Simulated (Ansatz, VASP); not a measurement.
# HfB2: VASP beside Ansatz

```
Hf B
1.0
     3.14000    0.00000    0.00000
    -1.57000    2.71932    0.00000
     0.00000    0.00000    3.48000
Hf B
1 2
Direct
  0.00407 0.99622 0.99703
  0.67352 0.34355 0.49131
  0.31739 0.67513 0.48455
```

Change from the starting cell: atoms moved at random, drawn with an rms of 0.05 Å.

Alike in both runs: task single point; functional PBE; k mesh 10 × 10 × 8; occupations fermi-dirac, width 0.05 eV; no spin polarisation.

|  | VASP | Ansatz |
| --- | --- | --- |
| version | VASP 6.6.1 | Ansatz 0.2.0 |
| potentials or method | VASP PAW PBE potentials, release 64 (Hf_pv, B) | Ansatz PAW |
| plane-wave cutoff (eV) | 520 | 420 |
| valence electrons in the cell | 16 | 32 |

|  | VASP | Ansatz | Ansatz less VASP |
| --- | --- | --- | --- |
| gap on the k mesh at the Fermi level (eV) | none | none | - |
| pressure (GPa) | 1.8 | 2.2 | +0.37 |
| largest component of the traceless stress (GPa) | 0.49 | 0.48 | -0.005 |
| rms of the force components (eV/Å) | 0.602 | 0.598 | -0.0033 |

Atom by atom the forces differ by 0.004 eV/Å (rms over components). A gap of «none» marks a metal or a gap that the smearing closes. The functional is the same, so the differences come from potentials, cutoffs and numerics. The two sets of potentials don't hold the same shells in valence.

Spin-orbit coupling is left out, which matters for the levels of Hf.
